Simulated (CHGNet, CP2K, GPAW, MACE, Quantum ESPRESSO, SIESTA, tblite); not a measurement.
## Nb(100)/C(110) interface (80 atoms): runs against a plane-wave reference

The cell holds 80 atoms: 20 Nb and 60 C. Its edges and angles: a = 7.134 Å, b = 7.567 Å, c = 24.460 Å, α = 90.0°, β = 90.0°, γ = 90.0°. Bcc Nb(100), 4 repeat layers, 5 surface cells, strained -3.32 and +2.54 %; diamond-structure C(110), 5 layers, 6 cells, -0.00 and -0.00 %; outer planes 2.45 Å apart, 12 Å of vacuum above; not relaxed, displaced by a Gaussian of 0.02 Å. Then every atom was moved at random, 0.02 Å r.m.s. a Cartesian component. Regions: Nb, 20 atoms (20 Nb); C, 60 atoms (60 C). Vacuum lies along c.

Geometry: as built.

The reference, a calculation:

```
method                 : Kohn-Sham DFT, PBE, SSSP efficiency 1.3.0 pseudopotentials, plane waves (Quantum ESPRESSO 7.5); sssp-pbe-1.3.0-efficiency, cutoffs 45/360 Ry, Γ point
r.m.s. force component : 1.838 eV/Å
longest force          : 6.633 eV/Å
time                   : 4.8 min on 4 MPI ranks of Arm Neoverse V1, shared host
CPU time               : 19 min
```

Runs, in no order:
A. MACE MP-0b3 medium potential: machine-learned interatomic potential MACE MP-0b3 medium, trained on PBE(+U) plane-wave data
B. CHGNet r2SCAN potential: machine-learned interatomic potential CHGNet r2SCAN, trained on r2SCAN plane-wave data
C. SIESTA PBE, DZP, shift 0.01 Ry, mesh 300 Ry: Kohn-Sham DFT, PBE, PseudoDojo 0.4.1 norm-conserving pseudopotentials (converted to PSML), numerical atomic orbitals (DZP), diagonalisation
D. CP2K PBE, DZVP-MOLOPT-SR, 600/50 Ry, diagonalisation: Kohn-Sham DFT, PBE, GTH-PBE pseudopotentials, Gaussian and plane waves, DZVP-MOLOPT-SR-GTH, diagonalisation

Q: Order them from the smallest to the largest r.m.s. force difference.

D, C, A, B.

| run | Δ force, r.m.s. (meV/Å) | share of r.m.s. force (%) | CPU time |
| --- | --- | --- | --- |
| D. CP2K PBE, DZVP-MOLOPT-SR, 600/50 Ry, diagonalisation | 59.9 | 3.26 | 27 min |
| C. SIESTA PBE, DZP, shift 0.01 Ry, mesh 300 Ry | 145 | 7.89 | 11 min |
| A. MACE MP-0b3 medium potential | 466 | 25.4 | 8.2 s |
| B. CHGNet r2SCAN potential | 695 | 37.8 | 4.3 s |

Machine-learned potentials mimic data converged in k, so the reference's own k-point error enters their differences. The electronic-structure runs sample only Γ, in a cell whose shortest periodic width is 7 Å, which is coarse for a cell with partly filled levels.

[Logs are printed without paths, hosts, clocks, repeated set-up lines and the standing remarks that a program may print on its own settings, such as how far it seeks lower states.]

[Hosts, paths, dates, database ids (printed as entryN), source tags and the programs' standing remarks are cut or masked in the printed files.]
